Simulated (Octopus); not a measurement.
## NiO in Octopus: the effect of Hubbard term

NiO:

```xyz
2
Lattice="0.0000 2.0859 2.0859 2.0859 0.0000 2.0859 2.0859 2.0859 0.0000" Properties=species:S:1:pos:R:3 pbc="T T T"
Ni    0.0000    0.0000    0.0000
O     2.0859    2.0859    2.0859
```

Alike in all runs:

```yaml
Program: Octopus 16.4
Task: density of states
Functional: PBEsol
Potentials_or_basis: pseudodojo_pbesol (PseudoDojo 0.4, PBEsol)
Grid_spacing: 0.147 Å
k_mesh: 6 × 6 × 6
Occupations: fermi-dirac, width 0.05 eV
Spin: collinear spin, ferromagnetic start
Starting_moments: "[2.0, 0.0] μB"
Eigensolver: chebyshev_filter
k-point_symmetries_used: yes
ConvRelDens: 1e-06
ExtraStates: 15
DerivativesOrder: 8
```

Problem. One run gave: gap on the mesh 2.41 eV; moment 2.00 μB. Which Hubbard term did it use?
A. Ni d U = 2 eV
B. Ni d U = 8 eV
C. Ni d U = 6 eV
D. Ni d U = 4 eV
E. none

Solution. B.

```tsv
Hubbard term	gap on the mesh (eV)	moment (μB)
none	none	1.71
Ni d U = 2 eV	0.18	1.99
Ni d U = 4 eV	1.16	2.00
Ni d U = 6 eV	2.14	2.00
Ni d U = 8 eV	2.41	2.00
```

Caveats: all runs use coarse meshes; the program's energy grid is too thin for its DOS broadening, so the DOS isn't listed; a cell with one magnetic atom can't hold antiferromagnetic order, which such compounds often take; U acts on the potentials' truncated atomic orbitals, so values differ from other programs' at the same U, and they weren't checked against one (some runs); semilocal functionals often make such compounds metallic where correlation or magnetic order opens a gap, which also shifts bond lengths (some runs).

A k mesh can miss the band edges.

A gap of «none» marks a metal or a gap under the smearing width.
